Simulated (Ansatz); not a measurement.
Band structure of MnS

```
Mn S
1.0
     0.00000    2.80000    2.80000
     2.80000    0.00000    2.80000
     2.80000    2.80000    0.00000
Mn S
1 1
Direct
  0.00000 0.00000 0.00000
  0.75000 0.75000 0.75000
```

Atom numbers follow the list: Mn1, S2.

The cell is COD entry 9008854, as deposited and not checked against the literature; nothing was relaxed.

Other magnetic orders may lie lower; this is the state that the run reached.

Theory: DFT, PBE, all-electron LAPW, scalar-relativistic in Ansatz 0.2.0.

The runs use a Γ-centred 10×10×10 k mesh, Fermi–Dirac smearing of 0.05 eV, basis error target 0.5 meV/atom, spin-polarised from start moments Mn1 4 μB, ending with a cell moment of 4.92 μB.

Points in fractions of the reciprocal vectors of this cell: Γ (0, 0, 0), X (-0.5, -0.5, 0), U (-0.375, -0.375, 0.25), K (-0.375, 0, 0.375), L (0, 0, 0.5), W (-0.5, -0.25, 0.25). The path joins them by straight lines in the order Γ–X–U–K–Γ–L–W–X; legs that retrace an earlier one aren't tabulated. Energies are in eV from the Fermi level.

(1) Is there a gap?

(2) List the levels between -8 and 5.5 eV at the symmetry points.

## Answers

(1) None at this level of theory (metallic, semimetallic, or a small gap that the functional closes).

(2) 
Γ spin-up: -4.87 (×3), -3.18 (×2), 0.26 (×3), 0.94
Γ spin-down: -3.32 (×3), 0.87 (×2), 1.96, 3.06 (×3)
X spin-up: -5.90, -4.23 (×2), -3.17, -2.96, -2.69, -2.14 (×2), 2.74, 4.31
X spin-down: -5.08, -3.35 (×2), 0.02, 0.88, 1.31, 1.35 (×2), 4.54
U spin-up: -5.52, -4.66, -4.36, -3.36, -3.07, -2.73, -2.24, -1.64, 3.61, 5.39
U spin-down: -4.69, -4.05, -3.29, 0.09, 0.90, 0.97, 1.66, 1.79, 5.14
K spin-up: -5.52, -4.66, -4.36, -3.36, -3.07, -2.73, -2.24, -1.64, 3.61, 5.39
K spin-down: -4.69, -4.05, -3.29, 0.09, 0.90, 0.97, 1.66, 1.79, 5.14
L spin-up: -5.75, -4.65 (×2), -3.07 (×2), -2.86, -0.77 (×2), 2.93
L spin-down: -5.16, -3.24 (×2), 0.92, 1.00 (×2), 2.08 (×2), 4.08
W spin-up: -5.19, -5.09, -4.21, -3.20, -3.07, -2.88, -2.54, -1.73, 4.61
W spin-down: -4.36, -4.31, -3.48, 0.02, 0.60, 1.23, 1.49, 2.00
